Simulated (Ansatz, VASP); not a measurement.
## C: VASP beside Ansatz

File INCAR:

```
SYSTEM = C
ALGO = Normal
EDIFF = 1E-6
ENCUT = 520
GGA = PE
ISIF = 2
ISMEAR = -1
LASPH = .True.
LCHARG = .True.
LELF = .True.
LREAL = .False.
LVHAR = .True.
LWAVE = .False.
NBANDS = 8
NELM = 60
PREC = Accurate
SIGMA = 0.1
```

File KPOINTS:

```
k-points
0
Gamma
  24 24 22
  0 0 0
```

File POSCAR:

```
C
1.0
    1.8076123196      0.0000000000      0.0000000000
   -0.9038061598      1.5654381890      0.0000000000
    0.0000000000      0.0000000000      1.4992779272
C
1
Direct
    0.0000000000      0.0000000000      0.0000000000
```

Input for Ansatz:

```yaml
crystal:
  lattice:
    - [1.8076123196, 0.0, 0.0]
    - [-0.9038061598, 1.565438189, 0.0]
    - [0.0, 0.0, 1.4992779272]
  atoms:
    - { symbol: C, position: [0.0, 0.0, 0.0] }
kpoints:
  mp_grid: { grid: [24, 24, 22] }
scf:
  occupations: { method: fermi_dirac, width: 0.1 }
hamiltonian:
  xc: pbe
  pseudopotentials: { kind: paw }
output:
  forces: true
  stress: true
  eigenvalues: true
  populations: true
  write_density: true
  write_potential: true
  elf: true
  volumetric_format: npy
```

Change from the starting cell: volume scaled by 0.75, PAW files.

Alike in both runs: task single point; functional PBE; k mesh 24 × 24 × 22; occupations fermi-dirac, width 0.1 eV; no spin polarisation.

|  | VASP | Ansatz |
| --- | --- | --- |
| version | VASP 6.6.1 | Ansatz 0.2.0 |
| potentials or method | VASP PAW PBE potentials, release 64 (C) | PAW with Ansatz's default frozen-core files, scalar-relativistic |
| plane-wave cutoff (eV) | 520 | 420 |
| valence electrons in the cell | 4 | 4 |

Ansatz gave:

* pressure (GPa): 158.9
* largest component of the traceless stress (GPa): 0.01

Question: Estimate VASP's values.

Answer: Pressure (GPa): 159.8; largest component of the traceless stress (GPa): 0.70.

Caveats: the cell as given lies far from equilibrium; so large a pressure means that the cell lies far from this level's equilibrium, or that cutoff or potentials fall short (VASP).
